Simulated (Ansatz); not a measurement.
**SiC with one atom moved: Electric field gradients**

The cell is a COD entry, relaxed with PBE at fixed cell and then changed (atom 2 (Si) moved by 0.10 Å).

```
Si C
1.0
     3.09500    0.00000    0.00000
    -1.54750    2.68035    0.00000
     0.00000    0.00000   15.17000
Si C
6 6
Direct
  0.00000 0.00000 0.12505
  0.01865 0.03731 0.62505
  0.33333 0.66667 0.29183
  0.66667 0.33333 0.79183
  0.33333 0.66667 0.95832
  0.66667 0.33333 0.45832
  0.00000 0.00000 0.99967
  0.00000 0.00000 0.49967
  0.33333 0.66667 0.16683
  0.66667 0.33333 0.66683
  0.33333 0.66667 0.83331
  0.66667 0.33333 0.33331
```

Atom numbers follow the list; atoms alike are taken as one site, whose name carries the number of the first.

Method: Kohn–Sham DFT in Ansatz, PBE, plane waves and PAW (field gradients read without the response of the frozen cores, which leaves them typically 4 to 6 % off), scalar-relativistic, 420 eV cutoff, Γ-centred 10×10×2 k-points, Fermi–Dirac smearing 0.02 eV.

Conventions: |V_zz| ≥ |V_yy| ≥ |V_xx|, η = (V_xx − V_yy)/V_zz, C_Q = eQV_zz/h.

(1) What field gradients does the calculation give at each kind of site?

Results:

(1) 

```
site  atoms (order as listed)          first shell  V_xx, V_yy, V_zz (10²¹ V/m²)     η  C_Q (MHz)
 Si1                        1        4 C at 1.90 Å          0.045, 0.048, -0.093  0.03          –
 Si2                        2   4 C at 1.85–1.99 Å            -0.60, -2.02, 2.62  0.54          –
 Si3                        3   4 C at 1.89–1.90 Å          -0.071, -0.089, 0.16  0.12          –
 Si4                        4   4 C at 1.89–1.90 Å           -0.080, -0.10, 0.18  0.12          –
 Si5                        5   4 C at 1.89–1.90 Å            -0.10, -0.10, 0.20  0.01          –
 Si6                        6   4 C at 1.89–1.90 Å           -0.014, -0.18, 0.20  0.86          –
  C7                        7  4 Si at 1.89–1.90 Å          -0.090, -0.092, 0.18  0.01          –
  C8                        8  4 Si at 1.89–1.90 Å           -0.080, -0.17, 0.25  0.35          –
  C9                        9       4 Si at 1.90 Å         -0.017, -0.018, 0.036  0.02          –
 C10                       10  4 Si at 1.85–1.99 Å           -0.038, -0.18, 0.22  0.65          –
 C11                       11  4 Si at 1.89–1.90 Å          0.001, 0.017, -0.017  0.91          –
 C12                       12  4 Si at 1.89–1.90 Å         -0.006, -0.007, 0.013  0.14          –
```

Si, C have no stable isotope with a ground-state quadrupole moment in the table, so no C_Q is given.

The atoms aren't relaxed after the move (largest force 1.7 eV/Å).

Hardware: 1 thread of AMD EPYC 9R14 (Zen 4) (x86_64; 16 cores open to the job, memory cap 3.0 GiB, no GPU), a shared host with a load of 0.2 a core. Wall time 15 s, CPU time 15 s, peak memory 0.53 GiB.
